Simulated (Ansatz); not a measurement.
# TePb: the order of phases at one pressure, part 2 of 2

Aim: bring TePb in several structures (rocksalt, CsCl, zincblende, wurtzite, NiAs) to one pressure and rank them by enthalpy. The pressure is set by scaling the first phase. Methods of the runs shown: LAPW. Companion runs by PAW are cited.

Ansatz 0.2.0; DFT PBE; a cell built from a prototype (rocksalt type), not taken from measurement. Earlier steps stand in the parts before.

**5. Wurtzite at the cell that PAW relaxed, LAPW**

Input file input.yaml:

```yaml
crystal:
  lattice:
    - [5.1950581048, 0.0, 0.0]
    - [-2.5975290524, 4.4990522929, 0.0]
    - [0.0, 0.0, 6.2354174842]
  atoms:
    - { symbol: Pb, position: [0.3333333333, 0.6666666667, -0.0619996706] }
    - { symbol: Pb, position: [0.6666666667, 0.3333333333, 0.4380003294] }
    - { symbol: Te, position: [0.3333333333, 0.6666666667, 0.4379996706] }
    - { symbol: Te, position: [0.6666666667, 0.3333333333, 0.9379996706] }
kpoints:
  mp_grid: { grid: [9, 9, 5] }
scf:
  occupations: { method: fermi_dirac, width: 0.1 }
hamiltonian:
  xc: pbe
  pseudopotentials: { kind: all_electron, lapw: { basis_error: 0.0005 } }
output:
  forces: true
  stress: true
  eigenvalues: true
  populations: true
```

Command:

```
$ ansatz run input.yaml --threads 1 --pin off --max-ram 3584MiB --backend cpu --events-out ev --progress --plain --runs-dir out
```

Output, cut to the lines that bear on the results:

```text
Warning: the atoms were moved onto the symmetric positions of the space group found under crystal.symmetry.tolerance 1.0e-5 (fractional; no operation is sought that the atoms, as they stand in a round, miss by more than twice it, and no atom is moved by as much as it), and the run uses [...]
Pb: projections on atomic orbitals take those of the free atom 1s2 2s2 2p6 3s2 3p6 3d10 4s2 4p6 4d10 4f14 5s2 5p6 5d10 6s2 6p2, of charge +0.00 (hamiltonian.pseudopotentials.projection_atoms)
Te: projections on atomic orbitals take those of the free atom 1s2 2s2 2p6 3s2 3p6 3d10 4s2 4p6 4d10 5s2 5p4, of charge +0.00 (hamiltonian.pseudopotentials.projection_atoms)
LAPW: plane waves up to 7.851 Å⁻¹, error target 5.0e-4 eV per atom; small_component_spin mean_spin; Te in spheres of 1.474 Å, 24 of its electrons in bands, Dirac shells []; Pb in spheres of 1.525 Å, 36 of its electrons in bands, Dirac shells []
[...]
Pseudopotentials: kind: all_electron
[...]
SCF iter   9: F=-1505902.550108 eV  HF=-1505902.550108 eV  |F-HF|=1.66e-7  |Δ(HF+E_count)|=   1.54e-6  Δρ=3.55e-6  dr2=2.06e-8  ethr=1.61e-10  ⟨swp⟩=3.4  Hψ=7958  notcnv=0
[...]
SCF converged after 9 iterations
Free energy (F): -1505902.550108 eV
[...]
E sigma→0 (E₀):  -1505902.548812 eV
Entropy (-TS):   -0.002592 eV (-0.648 meV/atom)
Fermi energy:    11.438656 eV
[...]
--- Forces (eV/Å), atoms counted from 1 ---
  atom   1  Pb    -0.00000000    -0.00000000     0.00000000
  atom   2  Pb    -0.00000000     0.00000000    -0.00000000
  atom   3  Te    -0.00000000    -0.00000000     0.00000000
  atom   4  Te    -0.00000000     0.00000000    -0.00000000
[...]
--- Stress (GPa, compression-positive) ---
        8.216049       0.000000       0.000000
        0.000000       8.216049       0.000000
        0.000000       0.000000       8.209176
  P = ⅓ Tr σ = 8.2138 GPa (82.138 kbar)
--- Band table (eV; the first three rows and the last of 36) ---
[...]
--- Löwdin populations: 4 sites ---
  site symbol       q [e]
     0     Pb     81.8616
     1     Pb     81.8616
     2     Te     52.0801
     3     Te     52.0801
  spilling = 0.000435 (of n_electrons = 268.000000)
```

Wall time 34 s (1 thread of Intel Xeon 6975P-C (Granite Rapids), shared host); peak memory 0.73 GiB.

This run gives: pressure 8.21 GPa; gap on the k mesh 0.94 eV (an odd mesh misses the zone boundary).

**6. NiAs at the cell that PAW relaxed, LAPW**

Input file input.yaml:

```yaml
crystal:
  lattice:
    - [4.2435931841, 0.0, 0.0]
    - [-2.1217965921, 3.6750595008, 0.0]
    - [0.0, 0.0, 7.8453938492]
  atoms:
    - { symbol: Pb, position: [0.0, 0.0, 0.0] }
    - { symbol: Pb, position: [0.0, 0.0, 0.5] }
    - { symbol: Te, position: [0.3333333333, 0.6666666667, 0.25] }
    - { symbol: Te, position: [0.6666666667, 0.3333333333, 0.75] }
kpoints:
  mp_grid: { grid: [9, 9, 5] }
scf:
  occupations: { method: fermi_dirac, width: 0.1 }
hamiltonian:
  xc: pbe
  pseudopotentials: { kind: all_electron, lapw: { basis_error: 0.0005 } }
output:
  forces: true
  stress: true
  eigenvalues: true
  populations: true
```

Command:

```
$ ansatz run input.yaml --threads 1 --pin off --max-ram 3584MiB --backend cpu --events-out ev --progress --plain --runs-dir out
```

Output, cut to the lines that bear on the results:

```text
Pb: projections on atomic orbitals take those of the free atom 1s2 2s2 2p6 3s2 3p6 3d10 4s2 4p6 4d10 4f14 5s2 5p6 5d10 6s2 6p2, of charge +0.00 (hamiltonian.pseudopotentials.projection_atoms)
Te: projections on atomic orbitals take those of the free atom 1s2 2s2 2p6 3s2 3p6 3d10 4s2 4p6 4d10 5s2 5p4, of charge +0.00 (hamiltonian.pseudopotentials.projection_atoms)
LAPW: plane waves up to 7.407 Å⁻¹, error target 5.0e-4 eV per atom; small_component_spin mean_spin; Te in spheres of 1.538 Å, 24 of its electrons in bands, Dirac shells []; Pb in spheres of 1.600 Å, 36 of its electrons in bands, Dirac shells []
[...]
[... 4 set-up lines as earlier in the session ...]
[...]
SCF converged after 7 iterations
Free energy (F): -1505902.935173 eV
[...]
E sigma→0 (E₀):  -1505902.926655 eV
Entropy (-TS):   -0.017035 eV (-4.259 meV/atom)
Fermi energy:    14.130159 eV
[...]
--- Forces (eV/Å), atoms counted from 1 ---
  atom   1  Pb     0.00000000     0.00000000    -0.00000000
  atom   2  Pb    -0.00000000    -0.00000000     0.00000000
  atom   3  Te    -0.00000000     0.00000000     0.00000000
  atom   4  Te     0.00000000     0.00000000     0.00000000
[...]
--- Stress (GPa, compression-positive) ---
        8.204572      -0.000000       0.000000
       -0.000000       8.204572       0.000000
        0.000000       0.000000       8.224800
  P = ⅓ Tr σ = 8.2113 GPa (82.113 kbar)
--- Band table (eV; the first three rows and the last of 36) ---
[...]
--- Löwdin populations: 4 sites ---
  site symbol       q [e]
     0     Pb     81.8689
     1     Pb     81.8689
     2     Te     52.0745
     3     Te     52.0745
  spilling = 0.000422 (of n_electrons = 268.000000)
```

Run time: 24 s. Hardware: 1 thread of Intel Xeon 6975P-C (Granite Rapids), shared host; peak memory 0.7 GiB.

Read from it: pressure 8.21 GPa; no gap.

**7. Side by side**

The PAW rows are taken from companion runs at the same settings.

Enthalpy per atom, H = F + pV at p = 8.2 GPa, from each method's lowest phase:

```
             method       start  space group, start → end  volume (Å³/atom)  pressure (GPa)  enthalpy (meV/atom)
               LAPW    rocksalt             Fm-3m → Fm-3m            30.463             8.2                  0.0
               LAPW        CsCl             Pm-3m → Pm-3m            27.539             8.2                 57.0
               LAPW  zincblende             F-43m → F-43m            39.772             8.2                758.3
LAPW, at PAW's cell    wurtzite                  P6_3/mmc            36.435             8.2                446.7
LAPW, at PAW's cell        NiAs                  P6_3/mmc            30.588             8.2                 51.2
                PAW    rocksalt             Fm-3m → Fm-3m            30.448             8.2                  0.0
                PAW        CsCl             Pm-3m → Pm-3m            27.539             8.2                 57.2
                PAW  zincblende             F-43m → F-43m            39.772             8.2                758.2
                PAW    wurtzite         P6_3mc → P6_3/mmc            36.435             8.2                446.6
                PAW        NiAs       P6_3/mmc → P6_3/mmc            30.588             8.2                 51.3
```

**8. Outcome**

What follows sums up all 2 parts.

```
     quantity                               value
     pressure                             8.2 GPa
lowest (LAPW)  rocksalt, 51.2 meV/atom under NiAs
 lowest (PAW)  rocksalt, 51.3 meV/atom under NiAs
```

In words: By LAPW the order is rocksalt < NiAs < CsCl < wurtzite < zincblende. By PAW the order is rocksalt < NiAs < CsCl < wurtzite < zincblende. Some starts changed symmetry on relaxing: wurtzite ended as P6_3/mmc. The methods agree on the lowest phase. Only these structures were tried, with electrons smeared by 0.1 eV and without vibrations, so the true ground state may be another. The k meshes differ between phases and weren't tested, which can move differences by some meV. Spin-orbit coupling is left out, though the cell holds Pb; in elements this heavy it can shift bands and gaps by tenths of an eV.
